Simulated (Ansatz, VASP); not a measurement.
**One calculation of GaSb, two programs**

The input INCAR:

```
ALGO = Normal
EDIFF = 1E-6
ENCUT = 520
GGA = PE
ISIF = 2
ISMEAR = 0
LASPH = T
LCHARG = F
LREAL = F
LWAVE = F
NBANDS = 16
NELM = 60
PREC = Accurate
SIGMA = 0.05
```

Contents of KPOINTS:

```
k-points
0
Gamma
  10 10 10
```

POSCAR

```
GaSb
1.0
    0.0000000000      2.9534320275      2.9534320275
    2.9534320275      0.0000000000      2.9534320275
    2.9534320275      2.9534320275      0.0000000000
Ga Sb
1 1
Direct
    0.0000000000      0.0000000000      0.0000000000
    0.2500000000      0.2500000000      0.2500000000
```

Input for Ansatz:

```yaml
crystal:
  lattice:
    - [0.0, 2.9534320275, 2.9534320275]
    - [2.9534320275, 0.0, 2.9534320275]
    - [2.9534320275, 2.9534320275, 0.0]
  atoms:
    - { symbol: Ga, position: [0.0, 0.0, 0.0] }
    - { symbol: Sb, position: [0.25, 0.25, 0.25] }
basis:
  ecutwfc: 500
  fft_grid_basis: typed
kpoints:
  mp_grid: { grid: [10, 10, 10] }
hamiltonian:
  xc: pbe
  pseudopotentials: { kind: paw }
scf:
  occupations: { method: gaussian, width: 0.05 }
output:
  forces: true
  stress: true
  eigenvalues: true
  bader: true
  write_density: true
  volumetric_format: npy
  elf: true
```

Alike in both runs: task single point; functional PBE; k mesh 10 × 10 × 10; occupations gaussian, width 0.05 eV; no spin polarisation.

|  | VASP | Ansatz |
| --- | --- | --- |
| version | VASP 6.6.1 | Ansatz 0.2.0 |
| potentials or method | VASP PAW PBE potentials, release 64 (Ga_d, Sb) | scalar-relativistic, plane waves, PAW |
| plane-wave cutoff (eV) | 520 | 500 |
| valence electrons in the cell | 18 | 28 |

Ansatz gave:

```
gap on the k mesh at the Fermi level (eV) : 0.64
pressure (GPa)                            : 9.8
```

Problem. Estimate VASP's values.

Solution. gap on the k mesh at the Fermi level (eV): 0.64; pressure (GPa): 9.9.

The functional is the same, so the differences come from potentials, cutoffs and numerics. The two sets of potentials don't hold the same shells in valence.

Caveats: spin-orbit coupling is left out, which moves the levels of the heavy elements. Expect the measured gap to be larger: semilocal functionals such as PBE lack the derivative discontinuity. A k mesh can miss the band edges.
